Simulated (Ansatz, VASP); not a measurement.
# TiFe: VASP beside Ansatz, part 2 of 2

Aim: how closely do two programs agree when they are given the same cell, functional and k mesh? The cell is taken from a series of runs on this material, whose earlier steps may have relaxed, scaled, displaced or heated it; both programs get it as it stands.

VASP 6.6.1 and Ansatz 0.2.0.

So far: The structure; VASP: relaxation of cell and atoms, BLYP.

## (3) Ansatz: relaxation of cell and atoms, BLYP

Level of this step: Ansatz beside VASP: Kohn-Sham DFT, plane waves, BLYP (Ansatz).

Ansatz runs on its default PAW (the set named soft_2) files.

The same cell, functional (in two slightly different forms), mesh and smearing now go to Ansatz, which takes its cutoff from its data sets.

Input file input.yaml:

```yaml
crystal:
  lattice:
    - [2.976, 0.0, 0.0]
    - [0.0, 2.976, 0.0]
    - [0.0, 0.0, 2.976]
  atoms:
    - { symbol: Ti, position: [0.5, 0.5, 0.5] }
    - { symbol: Fe, position: [0.0, 0.0, 0.0] }
kpoints:
  mp_grid: { grid: [20, 20, 20] }
hamiltonian:
  xc: blyp
scf:
  occupations: { method: methfessel_paxton, width: 0.25 }
output:
  forces: true
  stress: true
  eigenvalues: true
relax:
  adjacent_minimum: "off"
  f_tol: 0.005
  max_steps: 60
  cell: { stress_tol: 0.03 }
```

The run is started by

```sh
$ ansatz run input.yaml --threads 4 --pin off --max-ram 16384MiB --backend cpu --events-out ev --progress --plain --runs-dir out
```

Numbers of over 12 decimals in the logs are rounded to 6 here.

Log:

```text
Engine: ansatz 0.2.0, x86_64-unknown-linux-gnu
Pseudopotentials: kind: paw
Pseudopotential: Ti, paw, valence charge 12, recommended cutoff 420 eV (normal), Ti.paw.azcp
Pseudopotential: Fe, paw, valence charge 16, recommended cutoff 420 eV (normal), Fe.paw.azcp
Functional definition: BLYP
  parameter beta = 0.0042
  parameter a = 0.04918
  parameter b = 0.132
  parameter c = 0.2533
  parameter d = 0.349
  exchange = b88_x(beta = beta)
  correlation = lyp_c(a = a, b = b, c = c, d = d)
Crystal: 2 atoms, lattice volume = 26.357 Å³
Basis set: ecut = 420 eV, 485 PW (Γ), exchange–correlation on 40×40×40 points (8 copies of the dense FFT grid, shifted against one another)
Bands: 18, of which v1, the nominal top of the filled ones, is band 14 counted from 1 (13 counted from 0)
Symmetry: 48 space group operations
Space group: Pm-3m (ITA 221), of the structure as read, at distance tolerance 3.0e-5 Å
k-points: 286 of 8000
Non-local potential: Ti, projectors of the file, l = 0: 3, l = 1: 2, l = 2: 3, l = 3: 1
Non-local potential: Fe, projectors of the file, l = 0: 3, l = 1: 2, l = 2: 3, l = 3: 1
PAW form: soft (Blöchl's): semilocal exchange-correlation on the pseudo side does not see the compensation charge
PAW frozen core: Ti, regenerated for the run's functional, and the local potential with it (the file was generated under x = pbe(κ = 0.804, μ = 0.219515), c = pbe(β = 0.066725))
PAW frozen core: Fe, regenerated for the run's functional, and the local potential with it (the file was generated under x = pbe(κ = 0.804, μ = 0.219515), c = pbe(β = 0.066725))
PAW one-centre angular grid: Ti, 590 points (default); XC on 64 Gauss nodes
PAW one-centre angular grid: Fe, 590 points (default); XC on 64 Gauss nodes
Initial density: superposition of atomic densities (neutral atoms: chi_scale 0, normalization atom), corrected by the library's trained network
Initial wavefunctions: pseudopotential atomic-orbital guess
Functional: x = b88, c = lyp
SCF iter   1: F=—  HF=-6994.972413 eV  |F-HF|=—  |Δ(HF+E_count)|=         —  Δρ=4.23e-2  dr2=4.51e-1  ethr=1.77e-3  ⟨swp⟩=3.1  Hψ=18363  notcnv=0
preconditioner: auto → none  [metal: Δε(μ)=0.001 eV  Ē_g=3.559 eV  σ=0.250 eV  W_gap=0.00  n_scr=6 (ndim 8)  ℏωp=25.1 eV  f_vac=0.000  D(μ)=0.77/eV (n_scr^D=6)  sad-step TF]
SCF iter   2: F=—  HF=-6994.944898 eV  |F-HF|=—  |Δ(HF+E_count)|=   2.75e-2  S|Δr|=    0.00e0  Δρ=1.96e-2  dr2=1.14e-1  ethr=1.61e-3  ⟨swp⟩=2.0  Hψ=8238  notcnv=0
SCF iter   3: F=—  HF=-6994.938532 eV  |F-HF|=—  |Δ(HF+E_count)|=   6.37e-3  S|Δr|=    0.00e0  Δρ=5.04e-3  dr2=6.24e-3  ethr=4.09e-4  ⟨swp⟩=1.0  Hψ=5148  notcnv=0
SCF iter   4: F=—  HF=-6994.938137 eV  |F-HF|=—  |Δ(HF+E_count)|=   3.96e-4  S|Δr|=    0.00e0  Δρ=7.62e-4  dr2=7.80e-5  ethr=2.23e-5  ⟨swp⟩=2.0  Hψ=6333  notcnv=0
SCF iter   5: F=—  HF=-6994.938236 eV  |F-HF|=—  |Δ(HF+E_count)|=   9.96e-5  S|Δr|=    0.00e0  Δρ=5.31e-5  dr2=1.85e-7  ethr=2.78e-7  ⟨swp⟩=2.0  Hψ=6697  notcnv=0
SCF iter   6: F=-6994.938237 eV  HF=-6994.938237 eV  |F-HF|=3.34e-8  |Δ(HF+E_count)|=   2.29e-7  S|Δr|=    0.00e0  Δρ=1.54e-5  dr2=4.73e-8  ethr=3.57e-10  ⟨swp⟩=5.1  Hψ=22461  notcnv=0
SCF 1 converged in 6 iterations: F = -6994.938237 eV  dr2 = 4.73e-8
  greatest PAW one-centre occupation: 1.000 electrons in one spin orbital (limit 2), on the Fe atom at site 1 (counted from 0), in its partial waves of l = 0
relax step   1: F+E_penalty+E_count = -6994.93823654 eV  Δ(F+E_penalty+E_count) = +0.000e0 eV  max|allowed force component| = 5.916e-30 eV/Å  Δτ_max = 0.0000 Å  P = +1.600 GPa  Ω = 26.357 Å³  (6 SCF iters, dr2 threshold 1.00e-7 eV, accepted)
[...]
relax step   2: F+E_penalty+E_count = -6994.93926307 eV  Δ(F+E_penalty+E_count) = -1.027e-3 eV  max|allowed force component| = 4.635e-30 eV/Å  Δτ_max = 0.0000 Å  P = -0.015 GPa  Ω = 26.591 Å³  energy of the carried Pulay correction = -1.207e-4 eV  (5 SCF iters, dr2 threshold 2.00e-7 eV, accepted)
[...]
relax step   3: F+E_penalty+E_count = -6994.93938802 eV  Δ(F+E_penalty+E_count) = -1.249e-4 eV  max|allowed force component| = 1.085e-30 eV/Å  Δτ_max = 0.0000 Å  P = -0.004 GPa  Ω = 26.591 Å³  stress off target by 4.21e-3 GPa  SCF on the basis re-selected at this cell (its energy is not comparable with the rows above)  (6 SCF iters)
basis re-selected at this cell: Δ(F+E_penalty+E_count) = -1.249e-4 eV, ΔP = +0.011 GPa vs the last step (what re-selecting the basis moved, of the pressure what is left beyond the Pulay correction that the steps carried, after the strain that the cell walked since its last selection, with what the two solves' SCF thresholds leave and, on support functions, any second-order correction that the steps lacked; it is no m [...]
SCF converged after 6 iterations
Stability not checked: this state was not tested for a lower state beside it, because cold or Methfessel-Paxton smearing, or corrected tetrahedra, fill the levels in a way that the test cannot read (fill_not_monotonic; see scf.lower_state_search)
Free energy (F): -6994.939388 eV
Harris-Foulkes:  -6994.939388 eV  (|F-HF|=0.00e0)
Internal energy: -6994.947345 eV  (E = F + TS)
E sigma→0 (E₀):  -6994.941377 eV
Entropy (-TS):   0.007957 eV (3.979 meV/atom)
Fermi energy:    17.351011 eV
--- Per-component energies (eV) ---
  E_band       = -344.608636
  E_kinetic    = 629.472716
  E_local      = -2983.195729  (includes V_loc(G=0)·N_el)
  E_nonlocal   = 220.060249
  E_hartree    = 1263.394796
  E_xc         = -213.436076
  E_vxc        = -271.068430  (∫ρ·V_xc dr)
  E_paw        = -2430.823027  (= ΣΔE_a)
  E_vpaw       = -466.667836  (= ΣTr[D̂ρ^β])
  E_aug_tail   = 0.000891  (compensation charges beyond the density's cutoff)
  E_ewald      = -3480.448049
  E_core_change = 0.026883  (= ΣΔE_core)
  E_smearing   = 0.007957  (= −TS)
  E_closure    = -0.000000  (closes the sum)
  Σ components = -6994.939388   (vs F -6994.939388, Δ=0.00e0)
--- Forces (eV/Å), atoms counted from 1 ---
  atom   1  Ti    -0.00000000     0.00000000     0.00000000
  atom   2  Fe    -0.00000000    -0.00000000    -0.00000000
  max |Σ_I F_I| component: 2.04e-30 eV/Å
--- Stress (GPa, compression-positive) ---
       -0.004208       0.000000       0.000000
        0.000000      -0.004208      -0.000000
        0.000000      -0.000000      -0.004208
  P = ⅓ Tr σ = -0.0042 GPa (-0.042 kbar)
--- Band table (eV; the first three rows and the last of 286) ---
  k-point 0: bands = [... 10 lower, 13.7903, 16.2760, 16.2760, 16.2760, 18.5419, 18.5419, 20.2612, 20.2612]
  k-point 1: bands = [... 10 lower, 13.8158, 16.2725, 16.2725, 16.2870, 18.5125, 18.5535, 20.1895, 20.1895]
  k-point 2: bands = [... 10 lower, 13.8896, 16.2630, 16.2630, 16.3194, 18.4252, 18.5860, 19.9917, 19.9917]
  k-point 285: bands = [... 10 lower, 15.2328, 15.4943, 15.4943, 15.4943, 17.4396, 17.4396, 20.5579, 20.5579]
--- Relaxed structure (2 steps of the walk, 2 accepted, 1 SCFs on fresh bases) ---
  F+E_penalty+E_count = -6994.93938802 eV   max|allowed force component| = 1.085e-30 eV/Å   (the final SCF, on the basis selected at the relaxed cell)
  cell:  # Å, volume = 26.5910 Å³
    - [2.984775, 0, 0]
    - [0, 2.984775, 0.0]
    - [0, 0.0, 2.984775]
  atoms:
    - { symbol: Ti, position: [0.5, 0.5, 0.5] }
    - { symbol: Fe, position: [0, 0, 0.0] }
```

In the SCF lines HF is the Harris–Foulkes energy and dr2 the Hartree energy of the density residual, in eV; the loop may stop once dr2 is under the threshold and the program's other checks hold. Hψ counts applications of the Hamiltonian.

## (4) Differences

Known differences besides the potentials themselves: the data sets hold 28 valence electrons in Ansatz (on its default PAW (the set named soft_2) files) and 20 in VASP; the cutoff is 420 eV in Ansatz and 600 eV in VASP; Ansatz makes its cores anew for this functional, VASP keeps those of its PBE data sets; VASP's log shows a relativistic correction to its local exchange, Ansatz's none; Ansatz adds a Pulay correction to the stress that steers its cell, VASP none. Total energies have different zeros and are not compared.

The two programs side by side:

```
                                         quantity  Ansatz   VASP  difference
                                      volume (Å³)   26.59  26.58     +0.05 %
edge a after relaxation, in the typed setting (Å)   2.985  2.984     +0.02 %
```

## (5) What came out

| Property | Result |
| --- | --- |
| difference in volume (relaxation of cell and atoms, BLYP) | 0.046 % |

The difference in volume is 0.046 % (relaxation of cell and atoms, BLYP), within the 1.2 % picked in this series as the mark of a large difference, as far as the stopping tolerances let one tell. The data sets hold unlike numbers of valence electrons (28 in Ansatz and 20 in VASP), so part of the differences comes from the potentials. Such differences can come from data sets, numerical settings and the points named under the comparisons, not from the functional's error against experiment.

[Lines on the potential files, build, host, timing and source positions are cut from VASP's logs without a mark.]

[Logs are printed without paths, hosts, clocks, repeated set-up lines and the standing remarks that a program may print on its own settings, such as how far it seeks lower states.]

[Hosts, paths, dates, database ids (printed as entryN), source tags and the programs' standing remarks are cut or masked in the printed files.]
